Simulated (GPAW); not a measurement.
Re:

```xyz
1
Lattice="0.0000 1.9750 1.9750 1.9750 0.0000 1.9750 1.9750 1.9750 0.0000" Properties=species:S:1:pos:R:3 pbc="T T T"
Re    0.0000    0.0000    0.0000
```

This isn't the form of Re at room conditions, which is hcp.

Base run:

* Program: GPAW 26.7.0
* Functional: RPBE
* Potentials or basis: the program's PAW data sets (release 1.2.1) made for this functional
* Cutoff: 600 eV
* Basis: pw
* k mesh: 12 × 12 × 12
* Occupations: gaussian, width 0.02 eV
* Spin: no spin polarisation

Its results: band gap on the k mesh none (metal or under the smearing width); pressure -5.3 GPa.

Question: The run is repeated on the same cell with these changes: functional from RPBE to LDA; occupations from gaussian, width 0.02 eV to gaussian, width 0.05 eV. What comes out?

Answer: Band gap on the k mesh none (metal or under the smearing width); pressure -25.4 GPa.

Caveats: so large a pressure means that the cell lies far from this level's equilibrium, or that cutoff or potentials fall short (some runs).
